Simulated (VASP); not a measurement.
Level of theory: vdW-DF-cx, VASP's PBE PAW potentials (set 64) (plane waves; VASP).

A VASP calculation is set up with these files.

INCAR:
```
SYSTEM  =  CsCl
PREC  =  Accurate; ENCUT  =  520; LREAL  =  .FALSE.
LASPH  =  .TRUE.
EDIFF  =  1E-6; NELM  =  100; ALGO  =  Normal
LMAXMIX  =  4
ISMEAR  =  0; SIGMA  =  0.05
GGA  =  CX; LUSE_VDW  =  .TRUE.; AGGAC  =  0.0
IBRION  =  2; NSW  =  60; ISIF  =  3
EDIFFG  =  -0.01
LWAVE  =  .FALSE.; LCHARG  =  .FALSE.
```

File KPOINTS:
```
Automatic
0
Gamma
  6 6 6
```

File POSCAR:
```
CsCl
1
    4.0841284110     0.0000000000     0.0000000000
   -0.0000000000     4.0841284110     0.0000000000
    0.0000000000    -0.0000000000     4.0841284110
Cs Cl
1 1
Direct
  0.0000000000   0.0000000000   0.0000000000
  0.5000000000   0.5000000000   0.5000000000
```

POTCAR, in this order: Cs_sv Cl (PBE.64 set). Program: vasp_std.

Output

**OUTCAR**
```
 ion  position               nearest neighbor table
   1  0.000  0.000  0.000-
   2  0.500  0.500  0.500-
  LATTYP: Found a simple cubic cell.
 ALAT       =     4.0841284110
 Subroutine PRICEL returns:
 Original cell was already a primitive cell.
 Subroutine GETGRP returns: Found 48 space group operations
The static configuration has the point symmetry O_h .
The dynamic configuration has the point symmetry O_h .
 Subroutine INISYM returns: Found 48 space group operations
 Subroutine IBZKPT returns following result:
 Found     20 irreducible k-points:

 Following reciprocal coordinates:
            Coordinates               Weight
  0.000000  0.000000  0.000000      1.000000
  0.166667  0.000000  0.000000      6.000000
  0.333333  0.000000  0.000000      6.000000
  0.500000  0.000000  0.000000      3.000000
  0.166667  0.166667  0.000000     12.000000
  0.333333  0.166667  0.000000     24.000000
  0.500000  0.166667  0.000000     12.000000
  0.333333  0.333333  0.000000     12.000000
  0.500000  0.333333  0.000000     12.000000
  0.500000  0.500000  0.000000      3.000000
  0.166667  0.166667  0.166667      8.000000
  0.333333  0.166667  0.166667     24.000000
  0.500000  0.166667  0.166667     12.000000
  0.333333  0.333333  0.166667     24.000000
  0.500000  0.333333  0.166667     24.000000
  0.500000  0.500000  0.166667      6.000000
  0.333333  0.333333  0.333333      8.000000
  0.500000  0.333333  0.333333     12.000000
  0.500000  0.500000  0.333333      6.000000
  0.500000  0.500000  0.500000      1.000000
   k-points           NKPTS =     20   k-points in BZ     NKDIM =     20   number of bands    NBANDS=     12
   number of dos      NEDOS =    301   number of ions     NIONS =      2
   total plane-waves  NPLWV =  27000
   dimension x,y,z NGX =    30 NGY =   30 NGZ =   30
   dimension x,y,z NGXF=    60 NGYF=   60 NGZF=   60
   ions per type =               1   1
   PREC   = accura    normal or accurate (medium, high low for compatibility)
   ISTART =      0    job   : 0-new  1-cont  2-samecut
   ICHARG =      2    charge: 1-file 2-atom 10-const
   ISPIN  =      1    spin polarized calculation?
   LNONCOLLINEAR =      F non collinear calculations
   LSORBIT =      F    spin-orbit coupling
   INIWAV =      1    electr: 0-lowe 1-rand  2-diag
   ENCUT  =  520.0 eV  38.22 Ry    6.18 a.u.   7.59  7.59  7.59*2*pi/ulx,y,z
   NELM   =    100;   NELMIN=  2; NELMDL= -5     # of ELM steps
   EDIFF  = 0.1E-05   stopping-criterion for ELM
   LREAL  =      F    real-space projection
   NLSPLINE    = F    spline interpolate recip. space projectors
   LMAXMIX     =    4 max onsite mixed and CHGCAR
   VOSKOWN=      0    Vosko Wilk Nusair interpolation
   EDIFFG = -.1E-01   stopping-criterion for IOM
   NSW    =     60    number of steps for IOM
   NBLOCK =      1;   KBLOCK =     60    inner block; outer block
   IBRION =      2    ionic relax: 0-MD 1-quasi-New 2-CG
   NFREE  =      1    steps in history (QN), initial steepest desc. (CG)
   ISIF   =      3    stress and relaxation
   ISYM   =      2    0-nonsym 1-usesym 2-fastsym
   TEIN   =    0.0    initial temperature
   TEBEG  =    0.0;   TEEND  =   0.0 temperature during run
   SMASS  =  -3.00    Nose mass-parameter (am)
   PSTRESS=    0.0 pullay stress
   NELECT =      16.0000    total number of electrons
   EFERMI =   0.00;   METHOD = LEGACY
   ISMEAR =     0;   SIGMA  =   0.05  broadening in eV -4-tet -1-fermi 0-gaus
   IALGO  =     38    algorithm
   LDIAG  =      T    sub-space diagonalisation (order eigenvalues)
   IMIX   =      4    mixing-type and parameters
     AMIX     =   0.40;   BMIX     =  1.00
     AMIX_MAG =   1.60;   BMIX_MAG =  1.00
...
```

**OSZICAR**
```
       N       E                     dE             d eps       ncg     rms          rms(c)
DAV:   1     0.100005824899E+03    0.10001E+03   -0.69293E+03   480   0.114E+03
DAV:   2     0.410995265970E+01   -0.95896E+02   -0.90330E+02   796   0.189E+02
DAV:   3    -0.248507434426E+01   -0.65950E+01   -0.65759E+01   604   0.558E+01
DAV:   4    -0.254964985241E+01   -0.64576E-01   -0.64546E-01   568   0.682E+00
DAV:   5    -0.255058706970E+01   -0.93722E-03   -0.93713E-03   596   0.815E-01    0.220E+00
DAV:   6    -0.222695985978E+01    0.32363E+00   -0.56064E-01   544   0.440E+00    0.165E+00
DAV:   7    -0.219013899672E+01    0.36821E-01   -0.18851E-01   664   0.252E+00    0.950E-01
DAV:   8    -0.219316157168E+01   -0.30226E-02   -0.16621E-02   544   0.101E+00    0.136E-01
DAV:   9    -0.219414525835E+01   -0.98369E-03   -0.33774E-03   640   0.407E-01    0.110E-01
DAV:  10    -0.219440261438E+01   -0.25736E-03   -0.36636E-04   540   0.167E-01    0.178E-02
DAV:  11    -0.219443143708E+01   -0.28823E-04   -0.52909E-05   644   0.545E-02    0.679E-03
DAV:  12    -0.219443400452E+01   -0.25674E-05   -0.15640E-05   556   0.271E-02    0.313E-03
DAV:  13    -0.219443378991E+01    0.21461E-06   -0.53049E-07   388   0.576E-03
   1 F= -.21944338E+01 E0= -.21944338E+01  d E =-.219443E+01
```

**OUTCAR**
```
------------------------ aborting loop because EDIFF is reached ----------------------------------------
  FORCE on cell =-STRESS in cart. coord.  units (eV):
  Direction    XX          YY          ZZ          XY          YZ          ZX
  --------------------------------------------------------------------------------------
  Total       -0.0154810     -0.0154810     -0.0154810     -0.0000000     -0.0000000     -0.0000000
  in kB       -0.3640917     -0.3640917     -0.3640917     -0.0000000     -0.0000000     -0.0000000
  external PRESSURE =      -0.3640917 kB  Pullay stress =       0.0000000 kB
  volume of cell :       68.12
      direct lattice vectors                 reciprocal lattice vectors
     4.084128411  0.000000000  0.000000000     0.244850284  0.000000000  0.000000000
     0.000000000  4.084128411  0.000000000     0.000000000  0.244850284  0.000000000
     0.000000000  0.000000000  4.084128411     0.000000000  0.000000000  0.244850284
 POSITION                                       TOTAL-FORCE (eV/Angst)
 -----------------------------------------------------------------------------------
      0.00000      0.00000      0.00000         0.000000      0.000000      0.000000
      2.04206      2.04206      2.04206         0.000000      0.000000      0.000000
 -----------------------------------------------------------------------------------
    total drift:                                0.000000      0.000000     -0.000000
  FREE ENERGIE OF THE ION-ELECTRON SYSTEM (eV)
  ---------------------------------------------------
  free  energy   TOTEN  =        -2.1944337899 eV

  energy  without entropy=       -2.1944337899  energy(sigma->0) =       -2.19443379

 reached required accuracy - stopping structural energy minimisation
```
(Selected blocks of OUTCAR.)

OUTCAR:
```
 val. band max:       -0.2225144409   @ k =   0.0000   0.0000   0.0000

 cond. band min:       5.1330877379   @ k =   0.0000   0.0000   0.0000


 Fermi energy:         0.0820561384

 k-point     1 :       0.0000    0.0000    0.0000
  band No.  band energies     occupation
      1     -19.5892      2.00000
      2     -12.3940      2.00000
      3      -6.0455      2.00000
      4      -6.0455      2.00000
      5      -6.0455      2.00000
      6      -0.2225      2.00000
      7      -0.2225      2.00000
      8      -0.2225      2.00000
      9       5.1331      0.00000
     10       5.1331      0.00000
     11       5.1628      0.00000
     12       9.8763      0.00000

 k-point     2 :       0.1667    0.0000    0.0000
  band No.  band energies     occupation
      1     -19.5665      2.00000
      2     -12.4069      2.00000
      3      -6.2003      2.00000
      4      -6.0072      2.00000
      5      -6.0072      2.00000
      6      -0.5910      2.00000
      7      -0.2869      2.00000
      8      -0.2869      2.00000
      9       5.3243      0.00000
     10       5.7276      0.00000
     11       5.8982      0.00000
     12       9.6672      0.00000

 k-point     3 :       0.3333    0.0000    0.0000
  band No.  band energies     occupation
      1     -19.5203      2.00000
      2     -12.4365      2.00000
      3      -6.4731      2.00000
      4      -5.9278      2.00000
      5      -5.9278      2.00000
      6      -1.1979      2.00000
      7      -0.4213      2.00000
      8      -0.4213      2.00000
      9       5.8249      0.00000
     10       6.8890      0.00000
     11       7.6729      0.00000
     12       9.4314      0.00000

 k-point     4 :       0.5000    0.0000    0.0000
  band No.  band energies     occupation
      1     -19.4968      2.00000
      2     -12.4532      2.00000
      3      -6.5937      2.00000
      4      -5.8866      2.00000
      5      -5.8866      2.00000
      6      -1.4603      2.00000
...
```

Unless said otherwise, spin-orbit coupling is left out, though it shifts the bands of the heavy elements here.

The compound is CsCl in the CsCl type structure. It was relaxed first. The start is the result of an earlier pass.
